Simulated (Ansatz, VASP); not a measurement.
**Two plane-wave programs on Mg**

Contents of INCAR:

```
PREC = Accurate ; ENCUT = 520
EDIFF = 1E-6 ; ISMEAR = -1
SIGMA = 0.08 ; LREAL = False
LASPH = True ; NELM = 60
ALGO = Normal ; ISIF = 2
LWAVE = False ; LCHARG = True
LELF = True ; LVHAR = True
NBANDS = 7
```

Contents of KPOINTS:

```
regular mesh
0
Gamma
  15 15 15
```

POSCAR

```
Mg
1.0
   -1.6548562488      1.6548562488      1.6548562488
    1.6548562488     -1.6548562488      1.6548562488
    1.6548562488      1.6548562488     -1.6548562488
Mg
1
Direct
    0.0000000000      0.0000000000      0.0000000000
```

Input for Ansatz:

```yaml
crystal:
  lattice:
    - [-1.6548562488, 1.6548562488, 1.6548562488]
    - [1.6548562488, -1.6548562488, 1.6548562488]
    - [1.6548562488, 1.6548562488, -1.6548562488]
  atoms:
    - { symbol: Mg, position: [0.0, 0.0, 0.0] }
kpoints:
  mp_grid: { grid: [15, 15, 15] }
scf:
  occupations: { method: fermi_dirac, width: 0.08 }
hamiltonian:
  xc: lda
  pseudopotentials: { kind: paw }
output:
  forces: true
  stress: true
  eigenvalues: true
  populations: true
  write_density: true
  write_potential: true
  elf: true
  volumetric_format: npy
```

Change from the starting cell: volume scaled by 0.84, PAW files.

Alike in both runs: task single point; functional LDA; k mesh 15 × 15 × 15; occupations fermi-dirac, width 0.08 eV; no spin polarisation.

```csv
,VASP,Ansatz
version,VASP 6.6.1,Ansatz 0.2.0
potentials or method,"VASP PAW LDA potentials, release 64 (Mg)","PAW with Ansatz's default frozen-core files, scalar-relativistic"
plane-wave cutoff (eV),520,420
valence electrons in the cell,2,10
```

Ansatz gave:

```
pressure (GPa) : 9.6
```

Question: Estimate VASP's values.

Answer: Pressure (GPa): 9.3.

The two sets of potentials don't hold the same shells in valence.
